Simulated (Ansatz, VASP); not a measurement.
## One calculation of Gd, two programs

The input POSCAR:

```
Gd
1.0
    3.6395052102      0.0000000000      0.0000000000
   -1.8197526051      3.1519039692      0.0000000000
    0.0000000000      0.0000000000      5.9110370954
Gd
2
Direct
    0.3333333333      0.6666666667      0.2500000000
    0.6666666667      0.3333333333      0.7500000000
```

The input INCAR.step1:

```
SYSTEM = Gd
PREC = Accurate ; ENCUT = 520
ISMEAR = -1 ; SIGMA = 0.05
LREAL = .False. ; LASPH = .True.
NELM = 150 ; ISPIN = 2
MAGMOM = 7.588 7.588 ; LMAXMIX = 6
NBANDS = 29 ; GGA = PE
ALGO = Normal ; EDIFF = 1E-4
LWAVE = .True. ; LCHARG = .False.
```

File INCAR.step2:

```
SYSTEM = Gd
PREC = Accurate ; ENCUT = 520
EDIFF = 1E-6 ; ISMEAR = -1
SIGMA = 0.05 ; LREAL = .False.
LASPH = .True. ; NELM = 150
ALGO = Normal ; ISIF = 2
LWAVE = .False. ; LCHARG = .False.
ISPIN = 2 ; MAGMOM = 7.588 7.588
LORBIT = 11 ; LMAXMIX = 6
METAGGA = R2SCAN ; LMIXTAU = .True.
NBANDS = 29 ; ISTART = 1
```

File KPOINTS:

```
regular mesh
0
Gamma
  5 5 3
  0 0 0
```

Input for Ansatz:

```yaml
crystal:
  lattice:
    - [3.6395052102, 0.0, 0.0]
    - [-1.8197526051, 3.1519039692, 0.0]
    - [0.0, 0.0, 5.9110370954]
  atoms:
    - { symbol: Gd, position: [0.3333333333, 0.6666666667, 0.25], spin: 7.588 }
    - { symbol: Gd, position: [0.6666666667, 0.3333333333, 0.75], spin: 7.588 }
hamiltonian:
  xc: r2scan
  pseudopotentials:
    kind: paw
    azcp:
      Gd: "pseudopotentials/Gd.paw.azcp"
basis:
  ecutwfc: 500
  fft_grid_basis: typed
kpoints:
  mp_grid: { grid: [5, 5, 3], shift: [0, 0, 0] }
magnetization:
  spin_polarized: true
scf:
  occupations: { method: fermi_dirac, width: 0.05 }
  lower_state_search: "off"
output:
  stress: true
```

Alike in both runs: task single point; functional r2SCAN; k mesh 5 × 5 × 3; occupations fermi-dirac, width 0.05 eV; collinear spin.

|  | VASP | Ansatz |
| --- | --- | --- |
| version | VASP 6.6.1 | Ansatz 0.2.0 |
| potentials or method | VASP PAW PBE potentials, release 64 (Gd) | plane waves (500 eV) with PAW, scalar-relativistic |
| plane-wave cutoff (eV) | 520 | 500 |
| valence electrons in the cell | 36 | 36 |

|  | VASP | Ansatz | Ansatz less VASP |
| --- | --- | --- | --- |
| pressure (GPa) | -0.2 | -0.2 | +0.04 |
| largest component of the traceless stress (GPa) | 0.20 | 0.16 | -0.036 |
| net moment per atom (μB) | 7.88 | 7.90 | +0.015 |
| size of the moment on the site where the two differ most (μB) | 7.07 | 7.57 | +0.499 |

Site moments also hang on the region over which each program counts them. Ansatz warned: «stability_check_not_made».

Caveats: the k mesh is coarse (spacing up to 0.40 Å⁻¹), so the values aren't converged; the PAW data sets were made with another functional, which shifts forces and pressure a little (VASP). The state reached can hang on the start; a lower one may exist.
